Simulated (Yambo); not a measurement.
# TiC (Fm-3m) in Yambo: notebook, part 2 of 2

Yambo 5.3.0. Earlier steps stand in the parts before.

## Step 5: Optical spectrum, PBE

File optics3.in:

```
optics
chi
Chimod= "IP"
% BndsRnXd
 1 | 38 |
%
% LongDrXd
 1 | 1 | 1 |
%
% QpntsRXd
 1 | 1 |
%
% EnRngeXd
 0 | 10 | eV
%
% DmRngeXd
 0.05 | 0.05 | eV
%
ETStpsXd= 150
```

File scf.in:

```
&CONTROL
  calculation = 'scf'
  prefix = 'pwscf'
  outdir = './tmp'
  pseudo_dir = './pseudo'
/
&SYSTEM
  ibrav = 0
  nat = 2
  ntyp = 2
  ecutwfc = 84
  nbnd = 14
  occupations = 'smearing'
  smearing = 'fd'
  degauss = 0.00367493
  force_symmorphic = .true.
/
&ELECTRONS
  conv_thr = 4d-10
  electron_maxstep = 120
  mixing_beta = 0.5
/
ATOMIC_SPECIES
Ti    47.8670 Ti.upf
C     12.0110 C.upf
CELL_PARAMETERS angstrom
   0.0000000000    2.1657188437    2.1657188437
   2.1657188437    0.0000000000    2.1657188437
   2.1657188437    2.1657188437    0.0000000000
ATOMIC_POSITIONS crystal
Ti     0.0000000000    0.0000000000    0.0000000000
C      0.5000000000    0.5000000000    0.5000000000
K_POINTS automatic
20 20 20 0 0 0
```

File nscf.in:

```
&CONTROL
  calculation = 'nscf'
  prefix = 'pwscf'
  outdir = './tmp'
  pseudo_dir = './pseudo'
/
&SYSTEM
  ibrav = 0
  nat = 2
  ntyp = 2
  ecutwfc = 84
  nbnd = 38
  occupations = 'smearing'
  smearing = 'fd'
  degauss = 0.00367493
  force_symmorphic = .true.
/
&ELECTRONS
  conv_thr = 1d-08
  diago_full_acc = .true.
  diago_thr_init = 1d-06
/
ATOMIC_SPECIES
Ti    47.8670 Ti.upf
C     12.0110 C.upf
CELL_PARAMETERS angstrom
   0.0000000000    2.1657188437    2.1657188437
   2.1657188437    0.0000000000    2.1657188437
   2.1657188437    2.1657188437    0.0000000000
ATOMIC_POSITIONS crystal
Ti     0.0000000000    0.0000000000    0.0000000000
C      0.5000000000    0.5000000000    0.5000000000
K_POINTS automatic
20 20 20 0 0 0
```

Potentials or basis: PseudoDojo 0.4.1 SR PBE standard.

Started as:

```bash
> OMP_NUM_THREADS=1 pw.x -in scf.in > scf.out
> OMP_NUM_THREADS=1 pw.x -in nscf.in > nscf.out
> cd tmp/pwscf.save; p2y; mv SAVE ../..; cd ../..
> OMP_NUM_THREADS=1 yambo
> OMP_NUM_THREADS=1 yambo -F optics3.in -J optics3 -C optics3_out
```

Yambo's report:

```text
[... sections 02.01 to 02.04 as in the set-up run ...]

  [02.05] Energies & Occupations
  ==============================

  [X] === General ===
  [X] Electronic Temperature                        :  0.258606E-1   300.100    [eV K]
  [X] Bosonic    Temperature                        :  0.258606E-1   300.100    [eV K]
  [X] Finite Temperature mode                       : yes
  [X] El. density                                   :  0.78756E+24 [cm-3]
  [X] Fermi Level                                   :  14.75199 [eV]

  [X] === Gaps and Widths ===
  [X] Conduction Band Min                           :  14.75199 [eV]
  [X] Valence Band Max                              :  14.75199 [eV]
  [X] Filled Bands                                  :   5
  [X] Metallic Bands                                :   6   9
  [X] Empty Bands                                   :   10   38

  [X] === Metallic Characters ===
  [X] N of el / N of met el                         :  16.00000   5.95447
  [X] Average metallic occ.                         :  0.372154

  [WARNING] [X] Metallic system

 [03] Transferred momenta grid and indexing
 ==========================================

 IBZ Q-points                                      :  256
 BZ  Q-points                                      :   8000

 K/Q-points units:
 rlu = crystal or reduced units; cc = cartesian coordinates; iku = interal k-units

 Q [  1]        [rlu]:  0.000000  0.000000  0.000000
 Q [  2]        [rlu]:  0.32088E-18  0.32088E-18  0.50000E-01
 Q [  3]        [rlu]:  0.64175E-18  0.64175E-18  0.10000
 Q [  4]        [rlu]:  0.66270E-17  0.66270E-17  0.15000
 Q [  5]        [rlu]:  0.96857E-17 -0.41921E-17  0.20000
 Q [  6]        [rlu]:  0.79060E-17  0.79060E-17  0.25000
 Q [  7]        [rlu]:  0.14529E-16 -0.13227E-16  0.30000
 Q [  8]        [rlu]:  0.47632E-16 -0.78791E-17  0.35000
 Q [  9]        [rlu]:  0.21920E-16 -0.58352E-17  0.40000
 Q [ 10]        [rlu]: -0.48719E-18 -0.48719E-18  0.45000
 Q [ 11]        [rlu]: -0.15812E-16 -0.15812E-16 -0.50000
 Q [ 12]        [rlu]:  0.21335E-17  0.50000E-01  0.50000E-01
 Q [ 13]        [rlu]:  0.93603E-17  0.50000E-01  0.10000
 Q [ 14]        [rlu]:  0.15983E-16  0.50000E-01  0.15000
 Q [ 15]        [rlu]:  0.66270E-17  0.50000E-01  0.20000
 Q [ 16]        [rlu]:  0.89692E-20  0.50000E-01  0.25000
 Q [ 17]        [rlu]: -0.17707E-17  0.50000E-01  0.30000
 Q [ 18]        [rlu]:  0.14529E-16  0.50000E-01  0.35000
 Q [ 19]        [rlu]:  0.50181E-16  0.50000E-01  0.40000
 Q [ 20]        [rlu]:  0.19371E-16  0.50000E-01  0.45000
 Q [ 21]        [rlu]:  0.79150E-17  0.50000E-01  0.50000
 Q [ 22]        [rlu]: -0.15812E-16  0.50000E-01 -0.45000
 Q [ 23]        [rlu]:  0.48719E-18  0.50000E-01 -0.40000
 Q [ 24]        [rlu]: -0.19371E-16  0.50000E-01 -0.35000
 Q [ 25]        [rlu]:  0.53300E-17  0.50000E-01 -0.30000
 Q [ 26]        [rlu]: -0.42284E-16  0.50000E-01 -0.25000
 Q [ 27]        [rlu]: -0.79060E-17  0.50000E-01 -0.20000
 Q [ 28]        [rlu]: -0.89692E-20  0.50000E-01 -0.15000
 Q [ 29]        [rlu]: -0.17886E-17  0.50000E-01 -0.10000
 Q [ 30]        [rlu]:  0.14588E-17  0.50000E-01 -0.50000E-01
 Q [ 31]        [rlu]:  0.13307E-16  0.10000      0.10000
 Q [ 32]        [rlu]:  0.45220E-17  0.10000      0.15000
 Q [ 33]        [rlu]:  0.15983E-16  0.10000      0.20000
 Q [ 34]        [rlu]:  0.66270E-17  0.10000      0.25000
 Q [ 35]        [rlu]:  0.31966E-16  0.10000      0.30000
 Q [ 36]        [rlu]:  0.79060E-17  0.10000      0.35000
 Q [ 37]        [rlu]:  0.14529E-16  0.10000      0.40000
 Q [ 38]        [rlu]:  0.11474E-16  0.10000      0.45000
 Q [ 39]        [rlu]: -0.94200E-16  0.10000      0.50000
 Q [ 40]        [rlu]: -0.29562E-16  0.10000     -0.45000
 Q [ 41]        [rlu]: -0.15812E-16  0.10000     -0.40000
 Q [ 42]        [rlu]:  0.48719E-18  0.10000     -0.35000
 Q [ 43]        [rlu]: -0.25670E-17  0.10000     -0.30000
 Q [ 44]        [rlu]:  0.78791E-17  0.10000     -0.25000
 Q [ 45]        [rlu]: -0.14529E-16  0.10000     -0.20000
 Q [ 46]        [rlu]:  0.19850E-16  0.10000     -0.15000
 Q [ 47]        [rlu]: -0.89692E-20  0.10000     -0.10000
 Q [ 48]        [rlu]:  0.64006E-17  0.15000      0.15000
 Q [ 49]        [rlu]:  0.16618E-16  0.15000      0.20000
 Q [ 50]        [rlu]:  0.14520E-16  0.15000      0.25000

 Remaining 206 points informations can be written running with -fatlog

 [04] Dipoles
 ============

  [04.01] Setup: observables and procedures
  =========================================

  [WF-Oscillators/G space/Transverse up loader] Normalization (few states)  min/max  :  0.27756E-16   1.0000

  [WR./optics3//ndb.dipoles]------------------------------------------------------
   Brillouin Zone Q/K grids (IBZ/BZ)                :    256   8000    256   8000
   RL vectors                                       :  2421 [WF]
   Fragmentation                                    : yes
   Electronic Temperature                           :  300.1000 [K]
   Bosonic    Temperature                           :  300.1000 [K]
   DIP band range                                   :    1   38
   DIP band range limits                            :   9   6
   DIP e/h energy range                             : -1.000000 -1.000000 [eV]
   RL vectors in the sum                            :  2421
   [r,Vnl] included                                 : yes
   Bands ordered                                    : yes
   Direct v evaluation                              : no
   Approach used                                    : G-space v
   Dipoles computed                                 : R V P [G-space]
   Wavefunctions                                    : Perdew, Burke & Ernzerhof(X)+Perdew, Burke & Ernzerhof(C)

  [WARNING] [r,Vnl^pseudo] included in position and velocity dipoles.

  [WARNING] In case H contains other non local terms, these are neglected

 [05] Optics
 ===========

 [X-CG] R(p) Tot o/o(of R):    50711  1944806      100

 [WARNING] The system is a metal but Drude term not included.
```

It took 4 min on 1 thread of Arm Neoverse V1, shared host; peak memory 0.46 GiB.

What came out:

- Band gap on the k mesh, mean-field level: none (metal or under the smearing width)

Dielectric function (along the field direction of the input):
| energy (eV) | real part | imaginary part |
| --- | --- | --- |
| 0.27 | 30.46 | 94.50 |
| 0.60 | 43.28 | 32.23 |
| 0.94 | 10.09 | 31.51 |
| 1.28 | 22.29 | 28.26 |
| 1.61 | 11.06 | 21.77 |
| 1.95 | 16.54 | 20.43 |
| 2.28 | 9.30 | 15.41 |
| 2.62 | 13.33 | 16.06 |
| 2.95 | 2.24 | 16.52 |
| 3.29 | 7.64 | 16.28 |
| 3.62 | 2.57 | 12.38 |
| 3.96 | 1.81 | 14.55 |
| 4.30 | 3.35 | 14.27 |
| 4.63 | 2.56 | 11.17 |
| 4.97 | 0.92 | 15.23 |
| 5.30 | -2.16 | 12.64 |
| 5.64 | -2.49 | 9.88 |
| 5.97 | -2.71 | 8.08 |
| 6.31 | -0.70 | 5.42 |
| 6.64 | 1.92 | 10.07 |
| 6.98 | -6.32 | 7.89 |
| 7.32 | -2.15 | 5.25 |
| 7.65 | -3.69 | 5.85 |
| 7.99 | -1.02 | 4.42 |
| 8.32 | -2.42 | 4.06 |
| 8.66 | -1.06 | 4.26 |
| 8.99 | -1.49 | 4.16 |
| 9.33 | -2.84 | 4.06 |
| 9.66 | -2.20 | 2.60 |
| 10.00 | -2.31 | 2.29 |

Caveat: the intraband (Drude) term of the metal is left out; the ground state has no gap, which makes the many-body step unreliable; independent-particle spectra lack excitons.

## Step 6: The runs side by side

```tsv
direction of the field or of q to 0	broadening	kernel	top of the energy range	energy points	gap on the mesh (eV)
z	0.1 eV	none (independent particles)	20 eV	300	none
z	0.1 eV	Hartree (RPA with local fields)	30 eV	150	none
z	0.1 eV	adiabatic LDA	10 eV	300	none
x + y + z	0.05 eV	none (independent particles)	10 eV	150	none
```

Alike in all rows: task optical spectrum; level PBE; potentials or basis PseudoDojo 0.4.1 SR PBE standard; no spin polarisation; cell as given; k mesh 20 × 20 × 20; cutoff (eV) 1143; smearing fermi-dirac 0.05 eV.

Every run on the cell as given and a fine mesh finds a metal.

Caveats: the intraband (Drude) term of the metal is left out; the ground state has no gap, which makes the many-body step unreliable; independent-particle spectra lack excitons (some runs); these spectra lack excitons (some runs); the LDA kernel is used on GGA states, which is inconsistent by a few percent (some runs).

Absolute energies hang on the potentials; compare differences alone.
